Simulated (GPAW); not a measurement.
# Al (Fm-3m) in GPAW: settings compared

The runs below take Al through equation of state, band structure, with PBE, BLYP+D4, BEEF-vdW.

Program: GPAW 26.7.0. These are calculated values, not measurements. Logs are shortened: lines on timing, memory, paths and dates and some standing lists are left out, and cuts for length are marked. The log counts tension as positive stress, the text compression.

**Experimental background.**

“The interpretation of polycrystalline coherent inelastic neutron scattering from aluminium”, 2013, pmc:3831299 quotes, for a bulk crystal of Al: bulk modulus 76.9 GPa.

The results are compared with them further down.

## Step 1: The structure

It takes space group Fm-3m (No. 225, cubic). The conventional cell has a = 4.050 Å, b = 4.050 Å, c = 4.050 Å, α = 90.00°, β = 90.00°, γ = 90.00°. Al (site symmetry m-3m) is surrounded by 12 Al at 2.86 Å.

## Step 2: Equation of state, PBE

run.py

```python
from ase.eos import EquationOfState
from ase.io import Trajectory, read
from ase.units import GPa
from gpaw import GPAW

atoms = read('POSCAR')

traj = Trajectory('eos.traj', 'w')
volumes, energies = [], []
for x in [0.94, 0.96, 0.98, 1.0, 1.02, 1.04, 1.06]:
    a = atoms.copy()
    a.set_cell(atoms.cell * x**(1 / 3), scale_atoms=True)
    calc = GPAW(mode='lcao',
                h=0.18,
                basis='sz(dzp)',
                xc='PBE',
                kpts={'size': (11, 11, 11), 'gamma': True},
                occupations={'name': 'fermi-dirac', 'width': 0.05},
                convergence={'density': 1e-05, 'energy': 1e-05},
                maxiter=150,
                txt=f'eos-{x:.2f}.txt')
    a.calc = calc
    energies.append(a.get_potential_energy(force_consistent=True))
    volumes.append(a.get_volume())
    calc.write(f'eos-{x:.2f}.gpw')
    traj.write(a)
    print(f'{x:.2f} {volumes[-1]:10.4f} A^3 {energies[-1]:14.6f} eV', flush=True)

v0, e0, B = EquationOfState(volumes, energies, eos='birchmurnaghan').fit()
print(f'V0 = {v0:.4f} A^3, E0 = {e0:.6f} eV, B0 = {B / GPa:.2f} GPa')
```

POSCAR

```
Al
1.0
    0.0000000000      2.0248050000      2.0248050000
    2.0248050000      0.0000000000      2.0248050000
    2.0248050000      2.0248050000      0.0000000000
Al
1
Direct
    0.0000000000      0.0000000000      0.0000000000
```

Potentials or basis: GPAW PAW data sets (gpaw-data 1.2.1), lcao:sz(dzp).

Started as:

```sh
$ OMP_NUM_THREADS=1 python run.py
```

Output:

```text
__  _  _
 | _ |_)|_||  |
 |__||  | ||/\| - 26.7.0

Input parameters:
  mode=LCAO(),
  basis={'default': 'sz(dzp)'},
  convergence={'density': 1e-05, 'energy': 1e-05},
  h=0.18,
  kpts=MonkhorstPack(size=(11, 11, 11), gamma=True),
  maxiter=150,
  occupations=Occupations(name='fermi-dirac', width=0.05),
  xc=XC(name='PBE')

       Al

Atoms  # Å, Bohr magnetons
|   | symbol |        x |        y |        z |    initial magnetic moments |
|---|--------|----------|----------|----------|-----------------------------|
| 0 |     Al | 0.000000 | 0.000000 | 0.000000 | ( 0.0000,  0.0000,  0.0000) |

Unit cell  # Å
| periodic |        x |        y |        z |  lengths |    angles |
|----------|----------|----------|----------|----------|-----------|
|      yes | 0.000000 | 1.983471 | 1.983471 | 2.805051 | 60.000000 |
|      yes | 1.983471 | 0.000000 | 1.983471 | 2.805051 | 60.000000 |
|      yes | 1.983471 | 1.983471 | 0.000000 | 2.805051 | 60.000000 |

Number of symmetries: 48
Symmetry operations  # r_c * U_cc + t_c -> r_c
|    | kind |            matrix            |
|----|------|------------------------------|
|  0 |  σ   |  1, 0, 0,  1, 0,-1,  1,-1, 0 |
|  1 |  C2  |  1, 0, 0,  1,-1, 0,  1, 0,-1 |
|  2 |  E   |  1, 0, 0,  0, 1, 0,  0, 0, 1 |
|  3 |  σ   |  1, 0, 0,  0, 0, 1,  0, 1, 0 |
|  4 |  C4  |  1, 0,-1,  1, 0, 0,  1,-1, 0 |
|  5 |  S6  |  1, 0,-1,  1,-1, 0,  1, 0, 0 |
|  6 |  σ   |  1, 0,-1,  0, 1,-1,  0, 0,-1 |
|  7 |  C3  |  1, 0,-1,  0, 0,-1,  0, 1,-1 |
|  8 |  S6  |  1,-1, 0,  1, 0, 0,  1, 0,-1 |
|  9 |  C4  |  1,-1, 0,  1, 0,-1,  1, 0, 0 |
| 10 |  C3  |  1,-1, 0,  0,-1, 1,  0,-1, 0 |
| 11 |  σ   |  1,-1, 0,  0,-1, 0,  0,-1, 1 |
| 12 |  σ   |  0, 1, 0,  1, 0, 0,  0, 0, 1 |
| 13 |  C4  |  0, 1, 0,  0, 1,-1, -1, 1, 0 |
| 14 |  C3  |  0, 1, 0,  0, 0, 1,  1, 0, 0 |
| 15 |  S6  |  0, 1, 0, -1, 1, 0,  0, 1,-1 |
| 16 |  C2  |  0, 1,-1,  1, 0,-1,  0, 0,-1 |
[... 17 lines left out ...]
| 34 |  S4  |  0,-1, 0,  0,-1, 1,  1,-1, 0 |
| 35 |  C2  |  0,-1, 0, -1, 0, 0,  0, 0,-1 |
| 36 |  C2  | -1, 1, 0,  0, 1, 0,  0, 1,-1 |
| 37 |  S6  | -1, 1, 0,  0, 1,-1,  0, 1, 0 |
| 38 |  S4  | -1, 1, 0, -1, 0, 1, -1, 0, 0 |
| 39 |  C3  | -1, 1, 0, -1, 0, 0, -1, 0, 1 |
| 40 |  S6  | -1, 0, 1,  0, 0, 1,  0,-1, 1 |
| 41 |  C2  | -1, 0, 1,  0,-1, 1,  0, 0, 1 |
| 42 |  C3  | -1, 0, 1, -1, 1, 0, -1, 0, 0 |
| 43 |  S4  | -1, 0, 1, -1, 0, 0, -1, 1, 0 |
| 44 |  C2  | -1, 0, 0,  0, 0,-1,  0,-1, 0 |
| 45 |  i   | -1, 0, 0,  0,-1, 0,  0, 0,-1 |
| 46 |  σ   | -1, 0, 0, -1, 1, 0, -1, 0, 1 |
| 47 |  C2  | -1, 0, 0, -1, 0, 1, -1, 1, 0 |

BZ-sampling:
  Number of BZ points: 1331
  Number of IBZ points: 56

  Monkhorst-Pack size: [11, 11, 11]
  Monkhorst-Pack shift: [0, 0, 0]

K-points  # in reciprocal-cell coordinates
|     |                                coordinates |     weight |
|-----|--------------------------------------------|------------|
|   0 | (  0.00000000,   0.00000000,   0.00000000) | 0.00075131 |
|   1 | (  0.09090909,   0.09090909,   0.00000000) | 0.00450789 |
|   2 | (  0.09090909,   0.09090909,   0.09090909) | 0.00601052 |
|   3 | (  0.18181818,   0.09090909,   0.09090909) | 0.00901578 |
|   4 | (  0.18181818,   0.18181818,   0.00000000) | 0.00450789 |
|   5 | (  0.18181818,   0.18181818,   0.09090909) | 0.01803156 |
|   6 | (  0.18181818,   0.18181818,   0.18181818) | 0.00601052 |
|   7 | (  0.27272727,   0.18181818,   0.09090909) | 0.01803156 |
|   8 | (  0.27272727,   0.18181818,   0.18181818) | 0.01803156 |
|   9 | (  0.27272727,   0.27272727,   0.00000000) | 0.00450789 |
| ... |                                            |            |
|  55 | (  0.45454545,   0.45454545,   0.45454545) | 0.00601052 |

basis functions: 4
Spin-components: 1 (collinear spins)
Bands:           4
Projectors:      5
Spin-degeneracy: 2
Datatype:        <class 'complex'>

Parallelization:
  kpt:    1
  domain: 1
  band:   1

Density:
  Valence electrons: 3.0
  Components: 1
  Grid points: [12 12 12]
  Charge: 0.0  # |e|

Potential:
  Grid points: [12 12 12]

species:
  Al:
    name:    Aluminium
    Z:       13.0
    valence: 3
    core:    10
    charge:  0.0  # [|e|]
    compensation charges:
      type: gauss
      rc: 0.34  # [Å]
      lmax: 2
    cutoffs:
      filter: 1.91  # [Å]
      core: 2.36  # [Å]
    projectors
    | kind |    occ | energy [eV] | rcut [Å] |
    |------|--------|-------------|----------|
    |   3s |  2.000 |      -7.753 |    1.085 |
    |   3p |  1.000 |      -2.712 |    1.085 |
    |    s |        |      19.459 |    1.085 |
    |    p |        |      24.499 |    1.085 |
    |    d |        |       0.000 |    1.085 |

    LCAO basis set for Al:
      Name: sz(dzp)
      File: <dir>
      Number of radial functions: 2
      Number of spherical harmonics: 4
        l=0, rc=7.8750 Bohr: 3s-sz confined orbital
        l=1, rc=10.4219 Bohr: 3p-sz confined orbital
      Number of RI-basis functions 0

Reference energy: -6603.423265  # eV

eigensolver:
  <gpaw.new.lcao.eigensolver.LCAOEigensolver object>
density mixing:
  MSR1-Mixer
  Pratt-step length: 0.05
  Maximum mixing coefficient: 0.75
  Old densities: 10
  SVD Regularization: 0.005
  Good broyden scale: 1.0
  Trust region scale: 1.0
  Backstep threshold: 4.0
  History deletion threshold: 6.0
  Fourier metric: weight=20.0, sigma=0.015

occupation numbers:
  Fermi-Dirac:
    width: 0.0500  # eV

FastPoissonSolver using
    Stencil: 12*3+1=37 point O(h^6) finite-difference Laplacian
    FFT axes: [np.int64(0), np.int64(1), np.int64(2)]
    FST axes: []

xc functional:
  name: PBE with 2 nearest neighbor stencil
interpolation: tri-quintic # 5. degree polynomial

       Al

Atoms  # Å, Bohr magnetons
|   | symbol |        x |        y |        z |    initial magnetic moments |
|---|--------|----------|----------|----------|-----------------------------|
| 0 |     Al | 0.000000 | 0.000000 | 0.000000 | ( 0.0000,  0.0000,  0.0000) |

Unit cell  # Å
| periodic |        x |        y |        z |  lengths |    angles |
|----------|----------|----------|----------|----------|-----------|
|      yes | 0.000000 | 1.983471 | 1.983471 | 2.805051 | 60.000000 |
|      yes | 1.983471 | 0.000000 | 1.983471 | 2.805051 | 60.000000 |
|      yes | 1.983471 | 1.983471 | 0.000000 | 2.805051 | 60.000000 |

Number of symmetries: 48
Symmetry operations  # r_c * U_cc + t_c -> r_c
|    | kind |            matrix            |
|----|------|------------------------------|
|  0 |  σ   |  1, 0, 0,  1, 0,-1,  1,-1, 0 |
|  1 |  C2  |  1, 0, 0,  1,-1, 0,  1, 0,-1 |
|  2 |  E   |  1, 0, 0,  0, 1, 0,  0, 0, 1 |
|  3 |  σ   |  1, 0, 0,  0, 0, 1,  0, 1, 0 |
|  4 |  C4  |  1, 0,-1,  1, 0, 0,  1,-1, 0 |
|  5 |  S6  |  1, 0,-1,  1,-1, 0,  1, 0, 0 |
|  6 |  σ   |  1, 0,-1,  0, 1,-1,  0, 0,-1 |
|  7 |  C3  |  1, 0,-1,  0, 0,-1,  0, 1,-1 |
|  8 |  S6  |  1,-1, 0,  1, 0, 0,  1, 0,-1 |
|  9 |  C4  |  1,-1, 0,  1, 0,-1,  1, 0, 0 |
| 10 |  C3  |  1,-1, 0,  0,-1, 1,  0,-1, 0 |
| 11 |  σ   |  1,-1, 0,  0,-1, 0,  0,-1, 1 |
| 12 |  σ   |  0, 1, 0,  1, 0, 0,  0, 0, 1 |
| 13 |  C4  |  0, 1, 0,  0, 1,-1, -1, 1, 0 |
| 14 |  C3  |  0, 1, 0,  0, 0, 1,  1, 0, 0 |
| 15 |  S6  |  0, 1, 0, -1, 1, 0,  0, 1,-1 |
| 16 |  C2  |  0, 1,-1,  1, 0,-1,  0, 0,-1 |
[... 17 lines left out ...]
| 34 |  S4  |  0,-1, 0,  0,-1, 1,  1,-1, 0 |
| 35 |  C2  |  0,-1, 0, -1, 0, 0,  0, 0,-1 |
| 36 |  C2  | -1, 1, 0,  0, 1, 0,  0, 1,-1 |
| 37 |  S6  | -1, 1, 0,  0, 1,-1,  0, 1, 0 |
| 38 |  S4  | -1, 1, 0, -1, 0, 1, -1, 0, 0 |
| 39 |  C3  | -1, 1, 0, -1, 0, 0, -1, 0, 1 |
| 40 |  S6  | -1, 0, 1,  0, 0, 1,  0,-1, 1 |
| 41 |  C2  | -1, 0, 1,  0,-1, 1,  0, 0, 1 |
| 42 |  C3  | -1, 0, 1, -1, 1, 0, -1, 0, 0 |
| 43 |  S4  | -1, 0, 1, -1, 0, 0, -1, 1, 0 |
| 44 |  C2  | -1, 0, 0,  0, 0,-1,  0,-1, 0 |
| 45 |  i   | -1, 0, 0,  0,-1, 0,  0, 0,-1 |
| 46 |  σ   | -1, 0, 0, -1, 1, 0, -1, 0, 1 |
| 47 |  C2  | -1, 0, 0, -1, 0, 1, -1, 1, 0 |

BZ-sampling:
  Number of BZ points: 1331
  Number of IBZ points: 56

  Monkhorst-Pack size: [11, 11, 11]
  Monkhorst-Pack shift: [0, 0, 0]

K-points  # in reciprocal-cell coordinates
|     |                                coordinates |     weight |
|-----|--------------------------------------------|------------|
|   0 | (  0.00000000,   0.00000000,   0.00000000) | 0.00075131 |
|   1 | (  0.09090909,   0.09090909,   0.00000000) | 0.00450789 |
|   2 | (  0.09090909,   0.09090909,   0.09090909) | 0.00601052 |
|   3 | (  0.18181818,   0.09090909,   0.09090909) | 0.00901578 |
|   4 | (  0.18181818,   0.18181818,   0.00000000) | 0.00450789 |
|   5 | (  0.18181818,   0.18181818,   0.09090909) | 0.01803156 |
|   6 | (  0.18181818,   0.18181818,   0.18181818) | 0.00601052 |
|   7 | (  0.27272727,   0.18181818,   0.09090909) | 0.01803156 |
|   8 | (  0.27272727,   0.18181818,   0.18181818) | 0.01803156 |
|   9 | (  0.27272727,   0.27272727,   0.00000000) | 0.00450789 |
| ... |                                            |            |
|  55 | (  0.45454545,   0.45454545,   0.45454545) | 0.00601052 |

basis functions: 4
Spin-components: 1 (collinear spins)
Bands:           4
Projectors:      5
Spin-degeneracy: 2
Datatype:        <class 'complex'>

Parallelization:
  kpt:    1
  domain: 1
  band:   1

Density:
  Valence electrons: 3.0
  Components: 1
  Grid points: [12 12 12]
  Charge: 0.0  # |e|

Potential:
  Grid points: [12 12 12]

species:
  Al:
    name:    Aluminium
    Z:       13.0
    valence: 3
    core:    10
    charge:  0.0  # [|e|]
    compensation charges:
      type: gauss
      rc: 0.34  # [Å]
      lmax: 2
    cutoffs:
      filter: 1.91  # [Å]
      core: 2.36  # [Å]
    projectors
    | kind |    occ | energy [eV] | rcut [Å] |
    |------|--------|-------------|----------|
    |   3s |  2.000 |      -7.753 |    1.085 |
    |   3p |  1.000 |      -2.712 |    1.085 |
    |    s |        |      19.459 |    1.085 |
    |    p |        |      24.499 |    1.085 |
    |    d |        |       0.000 |    1.085 |

    LCAO basis set for Al:
      Name: sz(dzp)
      File: <dir>
      Number of radial functions: 2
      Number of spherical harmonics: 4
        l=0, rc=7.8750 Bohr: 3s-sz confined orbital
        l=1, rc=10.4219 Bohr: 3p-sz confined orbital
      Number of RI-basis functions 0

Reference energy: -6603.423265  # eV

eigensolver:
  <gpaw.new.lcao.eigensolver.LCAOEigensolver object>
density mixing:
  MSR1-Mixer
  Pratt-step length: 0.05
  Maximum mixing coefficient: 0.75
  Old densities: 10
  SVD Regularization: 0.005
  Good broyden scale: 1.0
  Trust region scale: 1.0
  Backstep threshold: 4.0
  History deletion threshold: 6.0
  Fourier metric: weight=20.0, sigma=0.015

occupation numbers:
  Fermi-Dirac:
    width: 0.0500  # eV

FastPoissonSolver using
    Stencil: 12*3+1=37 point O(h^6) finite-difference Laplacian
    FFT axes: [np.int64(0), np.int64(1), np.int64(2)]
    FST axes: []

xc functional:
  name: PBE with 2 nearest neighbor stencil
interpolation: tri-quintic # 5. degree polynomial

convergence criteria:
- Maximum integral of absolute [dens]ity change: 1e-05 electrons / valence electron
- Maximum [total energy] change in last 3 cyles: 1e-05 eV / valence electron
- Maximum integral of absolute [eigenst]ate change: 4e-08 eV^2 / valence electron
maximum number of iterations: 150

SCF iterations
|iter     | |      energy | eigst |  dens |
|---------|-|-------------|-------|-------|
|iter:   1| |   -2.992114 |      c|       |
|iter:   2| |   -2.991996 |      c| -1.23 |
|iter:   3| |   -2.991087 |      c| -1.25 |
|iter:   4| |   -2.990981 |      c| -1.77 |
|iter:   5| |   -2.990981 |      c| -4.46 |
|iter:   6| |   -2.990981c|      c| -4.94 |
|iter:   7| |   -2.990981c|      c| -6.75c|

Converged in 7 steps
Energy contributions relative to reference atoms: (reference = -6603.423265)

Energy contributions:
  Kinetic:          15.322429
  Coulomb:         -11.554161
  Zero:             -0.002332
  External:          0.000000
  Xc:               -6.755582
  Entropy:          -0.002671
  Spinorbit:         0.000000
  ----------------------------
  Free energy:      -2.992316
  Extrapolated:     -2.990981

dipole moment: (-6.849931, -6.849931, -6.849931)  # |e|*Ang

Fermi level: 8.829
Eigenvalues  # (at kpt = [0.000, 0.000, 0.000])
| band index |      eig [eV] | occ [0-2] |
|------------|---------------|-----------|
|          0 |        -3.771 |     2.000 |
|          1 |        23.153 |     0.000 |
|          2 |        23.153 |     0.000 |
|          3 |        23.153 |     0.000 |

No gap
No difference between direct/indirect transitions
# Writing to eos-0.94.gpw (mode='')
```

It took 88 s on 1 thread of Arm Neoverse V1, shared host; peak memory 0.15 GiB.

The run converged, but some of its settings lie outside the range that counts as converged, so its numbers aren't taken as properties of the crystal.

What came out:

- Equilibrium volume: 18.77 Å³/atom (rough: see the caveat)
- Bulk modulus: 66 GPa (rough)

Caveat: the real-space grid adds noise to forces; the minimum lies outside the volumes run; the basis of atomic orbitals isn't converged, which shifts pressures, moduli and gaps.

## Step 3: Equation of state, BLYP+D4

run.py

```python
from ase.calculators.mixing import SumCalculator
from ase.eos import EquationOfState
from ase.io import Trajectory
from ase.spacegroup import crystal
from ase.units import GPa
from dftd4.ase import DFTD4
from gpaw import GPAW, PW, setup_paths

setup_paths.insert(0, '.')

# Al 4a
atoms = crystal(['Al'],
                basis=[[0.0, 0.0, 0.0]],
                spacegroup=225, setting=1,  # Fm-3m
                cellpar=[4.04961, 4.04961, 4.04961, 90.0, 90.0, 90.0],
                primitive_cell=True)

traj = Trajectory('eos.traj', 'w')
volumes, energies = [], []
for x in [0.94, 0.96, 0.98, 1.0, 1.02, 1.04, 1.06]:
    a = atoms.copy()
    a.set_cell(atoms.cell * x**(1 / 3), scale_atoms=True)
    calc = GPAW(mode=PW(600),
                xc='BLYP',
                kpts={'size': (11, 11, 11), 'gamma': True},
                occupations={'name': 'fermi-dirac', 'width': 0.05},
                nbands=7,
                convergence={'density': 1e-05, 'energy': 1e-05},
                eigensolver='davidson',
                maxiter=150,
                txt=f'eos-{x:.2f}.txt')
    a.calc = SumCalculator([calc, DFTD4(method='blyp')])
    energies.append(a.get_potential_energy())
    volumes.append(a.get_volume())
    p = -a.get_stress()[:3].mean() / GPa
    calc.write(f'eos-{x:.2f}.gpw')
    traj.write(a)
    print(f'{x:.2f} {volumes[-1]:10.4f} A^3 {energies[-1]:14.6f} eV {p:9.3f} GPa', flush=True)

v0, e0, B = EquationOfState(volumes, energies, eos='birchmurnaghan').fit()
print(f'V0 = {v0:.4f} A^3, E0 = {e0:.6f} eV, B0 = {B / GPa:.2f} GPa')
```

Potentials or basis: PAW data sets generated in the run's folder for this functional, pw.

Started as:

```sh
$ gpaw-setup -f BLYP Al
$ OMP_NUM_THREADS=1 python run.py
```

Run time: 44 s. Hardware: 1 thread of Arm Neoverse V1, shared host; peak memory 0.16 GiB.

It converged, with:

- Equilibrium volume: 15.85 Å³/atom
- Bulk modulus: 78 GPa
- Pressure derivative of the bulk modulus: 5.1

Energy against volume, from the lowest point:
| volume (Å³/atom) | energy (meV/atom) |
| --- | --- |
| 15.607 | 0.77 |
| 15.939 | 0.00 |
| 16.271 | 2.48 |
| 16.603 | 7.83 |
| 16.935 | 15.74 |
| 17.267 | 25.86 |
| 17.599 | 37.92 |

## Step 4: Band structure, BEEF-vdW

run.py

```python
from ase.dft.bandgap import bandgap
from ase.io import write
from ase.spacegroup import crystal
from gpaw import GPAW, PW

# Al 4a
atoms = crystal(['Al'],
                basis=[[0.0, 0.0, 0.0]],
                spacegroup=225, setting=1,  # Fm-3m
                cellpar=[4.04961, 4.04961, 4.04961, 90.0, 90.0, 90.0],
                primitive_cell=True)

calc = GPAW(mode=PW(600),
            xc={'name': 'BEEF-vdW', 'backend': 'libvdwxc'},
            kpts={'size': (11, 11, 11), 'gamma': True},
            occupations={'name': 'fermi-dirac', 'width': 0.05},
            nbands=7,
            convergence={'density': 1e-05, 'energy': 1e-05},
            maxiter=150,
            txt='gpaw.txt')
atoms.calc = calc
energy = atoms.get_potential_energy()
forces = atoms.get_forces()
calc.write('gs.gpw')
write('result.traj', atoms)
print(f'Energy: {energy:.6f} eV')
print('Forces (eV/A):')
print(forces.round(4))
print('Fermi level:', round(calc.get_fermi_level(), 4), 'eV')
print(f'Gap: {bandgap(calc)[0]:.4f} eV, direct: {bandgap(calc, direct=True)[0]:.4f} eV')

path = atoms.cell.bandpath('GXWKGLUWLK,UX', npoints=60, eps=1e-4)
bs_calc = calc.fixed_density(kpts=path, symmetry='off', nbands=13,
                             convergence={'bands': 'CBM+6.0', 'eigenstates': 1e-6}, txt='bands.txt')
bs = bs_calc.band_structure()
bs.write('bs.json')
print(f'Gap on the path: {bandgap(bs_calc)[0]:.4f} eV')
```

Potentials or basis: GPAW PAW data sets (gpaw-data 1.2.1), pw.

Started as:

```sh
$ OMP_NUM_THREADS=1 python run.py
```

Wall time 12 s (1 thread of Arm Neoverse V1, shared host); peak memory 0.16 GiB.

The run converged. Its results:

```yaml
Free_energy: -27.9752 eV
Band_gap_along_the_path: none (metal or under the smearing width)
```

Levels at the corners of the path, in eV from the Fermi level:
| point | band 1 | band 2 | band 3 | band 4 | band 5 |
| --- | --- | --- | --- | --- | --- |
| Γ | -11.11 | 12.63 | 12.63 | 12.63 | 14.11 |
| X | -2.95 | -1.58 | 5.23 | 5.57 | 5.57 |
| W | -0.87 | -0.87 | 0.15 | 1.15 | 15.84 |
| K | -1.91 | -1.38 | -0.37 | 6.54 | 8.20 |
| Γ | -11.11 | 12.63 | 12.63 | 12.63 | 14.11 |
| L | -4.61 | -4.36 | 11.40 | 11.40 | 11.46 |
| U | -1.91 | -1.38 | -0.37 | 6.54 | 8.20 |
| W | -0.87 | -0.87 | 0.15 | 1.15 | 15.84 |
| L | -4.61 | -4.36 | 11.40 | 11.40 | 11.46 |
| K | -1.91 | -1.38 | -0.37 | 6.54 | 8.20 |
| U | -1.91 | -1.38 | -0.37 | 6.54 | 8.20 |
| X | -2.95 | -1.58 | 5.23 | 5.57 | 5.57 |

Caveat: the PAW data sets were made with another functional, which shifts forces and pressure a little.

[end of part 1 of 2]
